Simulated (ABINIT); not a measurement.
# Sn (Fd-3m) in ABINIT: further runs, part 2 of 2

ABINIT 10.8.3 (patched build). Earlier steps stand in the parts before.

## (3) Band structure, PBEsol

run.abi

```
# Datasets: ground state, then fixed potential
ndtset 2

# Pseudopotentials
pp_dirpath "./"
pseudos "Sn.GGA_PBE-JTH.xml"

# Structure
acell 3*1.0 Angstrom
rprim
     0.0000000000     3.2333428000     3.2333428000
     3.2333428000     0.0000000000     3.2333428000
     3.2333428000     3.2333428000     0.0000000000
ntypat 1
znucl 50
natom 2
typat 1 1
xcart
     4.8500142000     4.8500142000     4.8500142000
     3.2333428000     3.2333428000     3.2333428000 Angstrom

# Plane-wave basis
ecut 408.170794 eV
pawecutdg 30.0

# Exchange and correlation
ixc -116133

# Bands and occupations
occopt 3
tsmear 0.00183747

# SCF cycle
nstep 100

# Output
iomode 3
prtwf 0
prteig 0
prtebands 0
enunit 1
prtden1 1
prtvha1 1
prtvclmb1 1
prtpot1 1

# Dataset 1
kptopt1 1
ngkpt1 7 7 7
nshiftk1 1
shiftk1 0.0 0.0 0.0
nband1 18
tolvrs1 1.0e-9

# Dataset 2: bands along G-X-W-K-G-L-U-W-L-K
iscf2 -2
getden2 1
nband2 22
nbdbuf2 2
tolwfr2 1.0e-12
kptopt2 -9
ndivsm2 6
prteig2 1
kptbounds2
     0.0000000000     0.0000000000     0.0000000000
     0.5000000000     0.0000000000     0.5000000000
     0.5000000000     0.2500000000     0.7500000000
     0.3750000000     0.3750000000     0.7500000000
     0.0000000000     0.0000000000     0.0000000000
     0.5000000000     0.5000000000     0.5000000000
     0.6250000000     0.2500000000     0.6250000000
     0.5000000000     0.2500000000     0.7500000000
     0.5000000000     0.5000000000     0.5000000000
     0.3750000000     0.3750000000     0.7500000000
```

Potentials or basis: JTH PAW PBE v2.0.

On the command line:

```bash
> abinit run.abi > log 2>&1
```

run.abo:

```text
.Version 10.8.3 of ABINIT
 DATASET    1 : space group Fd -3 m (#227); Bravais cF (face-center cubic)
================================================================================
 Values of the parameters that define the memory need for DATASET  1.
     intxc =       0    ionmov =       0      iscf =      17    lmnmax =      18
     lnmax =       6     mgfft =      32  mpssoang =       3    mqgrid =    3001
     natom =       2  nloc_mem =       2    nspden =       1   nspinor =       1
    nsppol =       1      nsym =      48    n1xccc =       1    ntypat =       1
    occopt =       3   xclevel =       2
       mpw =        1283          nfft =       32768          nkpt =          20
 PAW method is used; the additional fine FFT grid is defined by:
   mgfftf=        45    nfftf =     91125
================================================================================
================================================================================

 DATASET    2 : space group Fd -3 m (#227); Bravais cF (face-center cubic)
================================================================================
 Values of the parameters that define the memory need for DATASET  2.
     intxc =       0    ionmov =       0      iscf =      -2    lmnmax =      18
     lnmax =       6     mgfft =      32  mpssoang =       3    mqgrid =    3001
     natom =       2  nloc_mem =       2    nspden =       1   nspinor =       1
    nsppol =       1      nsym =      48    n1xccc =       1    ntypat =       1
    occopt =       3   xclevel =       2
       mpw =        1303          nfft =       32768          nkpt =         103
 PAW method is used; the additional fine FFT grid is defined by:
   mgfftf=        45    nfftf =     91125
================================================================================
================================================================================

--------------------------------------------------------------------------------
------------- Echo of variables that govern the present computation ------------
--------------------------------------------------------------------------------
 -outvars: echo values of preprocessed input variables --------
[... 1159 lines left out ...]
 -17.26405  -17.26405  -17.26405  -17.20388  -17.20388  -16.88115  -16.88115  -16.88115
 -16.87268  -16.87268   -6.37159    3.69314    4.43842    4.43842    4.43842    6.50062
   6.50062    6.50062    9.20597   12.34860   12.34860   12.61566
 kpt#   2, nband= 22, wtk=  1.00000, kpt=  0.0294  0.0000  0.0294 (reduced coord)
 -17.26493  -17.26458  -17.26458  -17.20316  -17.20163  -16.88943  -16.88040  -16.88040
 -16.87337  -16.86608   -6.36022    3.47099    4.37800    4.37800    4.65573    6.45895
   6.57496    6.57496    9.27405   11.94498   12.35822   12.63819
 kpt#   3, nband= 22, wtk=  1.00000, kpt=  0.0588  0.0000  0.0588 (reduced coord)
 -17.26715  -17.26619  -17.26619  -17.20101  -17.19536  -16.90235  -16.87819  -16.87819
 -16.87545  -16.85819   -6.32613    3.06569    4.21872    4.21872    5.04446    6.34565
   6.77587    6.77587    9.46639   11.43426   12.38725   12.70580
 kpt#   4, nband= 22, wtk=  1.00000, kpt=  0.0882  0.0000  0.0882 (reduced coord)
 -17.26979  -17.26875  -17.26875  -17.19747  -17.18600  -16.91695  -16.87891  -16.87469
 -16.87469  -16.85192   -6.26938    2.62490    4.00195    4.00195    5.45022    6.18627
   7.06167    7.06167    9.75699   10.94969   12.43592   12.81863
 kpt#   5, nband= 22, wtk=  1.00000, kpt=  0.1176  0.0000  0.1176 (reduced coord)
[... 381 lines left out ...]
 -16.80475  -16.78246   -4.11666   -2.28905    1.02693    2.50155    5.60326    8.43950
   9.25124    9.35223   11.20921   12.24461   13.64580   15.47863
 kpt# 101, nband= 22, wtk=  1.00000, kpt=  0.4000  0.4000  0.7000 (reduced coord)
 -17.34000  -17.31636  -17.18152  -17.07319  -17.06810  -17.05121  -17.00787  -16.94744
 -16.80270  -16.77975   -3.94694   -2.43738    0.90658    2.38474    5.52466    8.43573
   9.33195    9.74440   11.06888   12.19800   14.30375   15.58866
 kpt# 102, nband= 22, wtk=  1.00000, kpt=  0.3875  0.3875  0.7250 (reduced coord)
 -17.34064  -17.31727  -17.17810  -17.07502  -17.06148  -17.04655  -17.01848  -16.94998
 -16.80137  -16.77862   -3.77611   -2.60597    0.86650    2.28412    5.44861    8.08105
   9.76076   10.10248   10.99496   12.23161   14.93548   15.58167
 kpt# 103, nband= 22, wtk=  1.00000, kpt=  0.3750  0.3750  0.7500 (reduced coord)
 -17.33992  -17.31754  -17.17672  -17.09014  -17.05373  -17.03286  -17.02514  -16.95110
 -16.80083  -16.77905   -3.64270   -2.74703    0.89739    2.20287    5.38640    7.68717
  10.10575   10.38400   11.10421   12.38189   15.22271   15.67821

== END DATASET(S) ==============================================================
================================================================================

 -outvars: echo values of variables after computation  --------
            acell      1.8897261259E+00  1.8897261259E+00  1.8897261259E+00 Bohr
           etotal1    -1.3942072445E+02
            fcart1     5.2882230298E-28 -1.5864669089E-27  2.9966597169E-27
                      -5.2882230298E-28  1.5864669089E-27 -2.9966597169E-27
            rprim      0.0000000000E+00  3.2333428000E+00  3.2333428000E+00
                       3.2333428000E+00  0.0000000000E+00  3.2333428000E+00
                       3.2333428000E+00  3.2333428000E+00  0.0000000000E+00
           strten1    -4.9792434043E-05 -4.9792434043E-05 -4.9792434043E-05
                       0.0000000000E+00  0.0000000000E+00  0.0000000000E+00
           xangst      4.8500142000E+00  4.8500142000E+00  4.8500142000E+00
                       3.2333428000E+00  3.2333428000E+00  3.2333428000E+00
             xred      7.5000000000E-01  7.5000000000E-01  7.5000000000E-01
                       5.0000000000E-01  5.0000000000E-01  5.0000000000E-01
 Calculation completed.
```

Run time: 71 s. Hardware: 1 thread of Arm Neoverse V1, shared host; peak memory 0.14 GiB.

What came out:

```
Free energy                                           : -3793.8312 eV
Band gap on the k mesh                                : none (metal or under the smearing width)
Valence electrons inside the program's atomic spheres : Sn 12.00, 12.04 (radii [1.3287] Å)
```

Levels at the corners of the path, in eV from the Fermi level:
| point | band 10 | band 11 | band 12 | band 13 | band 14 | band 15 | band 16 | band 17 | band 18 | band 19 |
| --- | --- | --- | --- | --- | --- | --- | --- | --- | --- | --- |
| Γ | -21.15 | -10.65 | -0.58 | 0.16 | 0.16 | 0.16 | 2.22 | 2.22 | 2.22 | 4.93 |
| X | -21.08 | -7.51 | -7.51 | -2.44 | -2.44 | 0.82 | 0.82 | 7.84 | 7.84 | 9.38 |
| W | -21.06 | -7.45 | -7.45 | -3.04 | -3.04 | 3.49 | 3.49 | 4.06 | 4.06 | 9.17 |
| K | -21.06 | -7.92 | -7.02 | -3.38 | -2.07 | 1.11 | 3.41 | 5.83 | 6.11 | 6.83 |
| Γ | -21.15 | -10.65 | -0.58 | 0.16 | 0.16 | 0.16 | 2.22 | 2.22 | 2.22 | 4.93 |
| L | -21.10 | -9.00 | -6.31 | -1.07 | -1.07 | 0.02 | 3.29 | 3.29 | 5.59 | 8.52 |
| U | -21.06 | -7.92 | -7.02 | -3.38 | -2.07 | 1.11 | 3.41 | 5.83 | 6.11 | 6.83 |
| W | -21.06 | -7.45 | -7.45 | -3.04 | -3.04 | 3.49 | 3.49 | 4.06 | 4.06 | 9.17 |
| L | -21.10 | -9.00 | -6.31 | -1.07 | -1.07 | 0.02 | 3.29 | 3.29 | 5.59 | 8.52 |
| K | -21.06 | -7.92 | -7.02 | -3.38 | -2.07 | 1.11 | 3.41 | 5.83 | 6.11 | 6.83 |

Caveat: spin-orbit coupling is left out, which moves the levels of the heavy elements.
